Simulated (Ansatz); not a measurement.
**Response of Cr to small distortions**

```
CELL_PARAMETERS angstrom
-1.44195 1.44195 1.44195
1.44195 -1.44195 1.44195
1.44195 1.44195 -1.44195
ATOMIC_POSITIONS crystal
Cr 0.00000 0.00000 0.00000
```

The cell comes from COD entry 5000220, which wasn't checked; take it as a given geometry.

The calculation used Ansatz 0.2.0, DFT, PBE, all-electron LAPW, scalar-relativistic.

The runs use a Γ-centred 18×18×18 k mesh, Fermi–Dirac smearing of 0.08 eV, basis error target 1 meV/atom, spin-polarised from start moments Cr 3 μB (the moments died away, and the run ended non-magnetic).

The unchanged cell is at -8.91 GPa, so energy changes include a term −P ΔV where the volume moves.

In a metal, stresses and small energies carry noise from the k mesh.

x, y and z are the Cartesian axes of the cell as listed; fractional coordinates follow a strain, and an engineering shear is twice the off-diagonal strain component.

(1) One change gave: energy change +17 meV/atom; stress change (xx, yy, zz, yz, xz, xy) -5.15, -5.15, -2.17, 0.00, 0.00, 0.00 GPa, compression positive. Which change was it?
A. equal xy, yz and zx engineering shear strains of +2 %
B. equal xy, yz and zx engineering shear strains of -3 %
C. x and y strained by -2 %, z held
D. equal xy, yz and zx engineering shear strains of -1 %
E. equal xy, yz and zx engineering shear strains of +3 %
F. equal xy, yz and zx engineering shear strains of +1 %
G. equal xy, yz and zx engineering shear strains of -2 %
H. x and y strained by +1 %, z held

Answers

(1) H. For x and y strained by -2 %, z held: energy change -9 meV/atom; stress change (xx, yy, zz, yz, xz, xy) 12.01, 12.01, 5.20, 0.00, 0.00, 0.00 GPa, compression positive. For equal xy, yz and zx engineering shear strains of -3 %: energy change +9 meV/atom; stress change (xx, yy, zz, yz, xz, xy) 0.39, 0.39, 0.39, 2.87, 2.87, 2.87 GPa, compression positive. For equal xy, yz and zx engineering shear strains of -1 %: energy change under 1 meV/atom; stress change (xx, yy, zz, yz, xz, xy) 0.04, 0.04, 0.04, 0.89, 0.89, 0.89 GPa, compression positive. For equal xy, yz and zx engineering shear strains of +2 %: energy change +4 meV/atom; stress change (xx, yy, zz, yz, xz, xy) 0.16, 0.16, 0.16, -1.71, -1.71, -1.71 GPa, compression positive. For equal xy, yz and zx engineering shear strains of -2 %: energy change +4 meV/atom; stress change (xx, yy, zz, yz, xz, xy) 0.17, 0.17, 0.17, 1.85, 1.85, 1.85 GPa, compression positive. For equal xy, yz and zx engineering shear strains of +1 %: energy change under 1 meV/atom; stress change (xx, yy, zz, yz, xz, xy) 0.04, 0.04, 0.04, -0.86, -0.86, -0.86 GPa, compression positive. For equal xy, yz and zx engineering shear strains of +3 %: energy change +8 meV/atom; stress change (xx, yy, zz, yz, xz, xy) 0.37, 0.37, 0.37, -2.53, -2.53, -2.53 GPa, compression positive.
